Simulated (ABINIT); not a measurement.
A run of ABINIT 10.8.3 (patched build) is set up as follows.

File run.abi:

```
ndtset 2

pp_dirpath "./"
pseudos "Zn.GGA_PBE-JTH.xml, S.GGA_PBE-JTH.xml"

acell 3.8212050455 3.8212050455 3.8212050455 Angstrom
rprim
     0.0000000000     0.7071067812     0.7071067812
     0.7071067812     0.0000000000     0.7071067812
     0.7071067812     0.7071067812     0.0000000000
ntypat 2
znucl 30 16
natom 2
typat 1 2
xcart
     4.0530000000     4.0530000000     4.0530000000
     0.0000000000     0.0000000000     0.0000000000 Angstrom

ecut 26.0
pawecutdg 48.0
pawxcdev 0

ixc -116133

occopt 3
tsmear 0.05 eV

nstep 100

iomode 3
prtwf 0
prteig 0
prtebands 0
enunit 1
prtden1 1

kptopt1 1
ngkpt1 9 9 9
nshiftk1 1
shiftk1 0.0 0.0 0.0
nband1 13
tolvrs1 1.0e-9

iscf2 -2
getden2 1
nband2 19
nbdbuf2 4
tolwfr2 1.0e-11
kptopt2 -9
ndivsm2 6
prteig2 1
kptbounds2
     0.0000000000     0.0000000000     0.0000000000
     0.5000000000     0.0000000000     0.5000000000
     0.5000000000     0.2500000000     0.7500000000
     0.3750000000     0.3750000000     0.7500000000
     0.0000000000     0.0000000000     0.0000000000
     0.5000000000     0.5000000000     0.5000000000
     0.6250000000     0.2500000000     0.6250000000
     0.5000000000     0.2500000000     0.7500000000
     0.5000000000     0.5000000000     0.5000000000
     0.3750000000     0.3750000000     0.7500000000
```

Potentials or basis: JTH PAW PBE v2.0.

Run with:

```bash
$ abinit run.abi > log 2>&1
```

(1) Predict the band gap along the path.

(2) What does it give for the pressure?

Results:

(1) 1.96 eV, direct.

(2) -2.1 GPa.

Caveat: the PAW data sets were made with another functional, which shifts forces and pressure a little.

**Measured values to compare with.**

“Electronic, vibrational, and thermodynamic properties of ZnS (zincblende and rocksalt structure)”, 2009, arxiv:0911.5022 quotes, for a bulk crystal of ZnS at 19 K: band gap 3.85 eV (direct).

Against the measured gap of ZnS, 3.85 eV (direct; 19 K; quoted in “Electronic, vibrational, and thermodynamic properties of ZnS (zincblende and rocksalt structure)”, 2009, arxiv:0911.5022), the calculated 1.96 eV is off by -1.89 eV. The value is that of PBEsol, without temperature or zero-point motion. Semilocal functionals fall short of measured gaps as a rule.
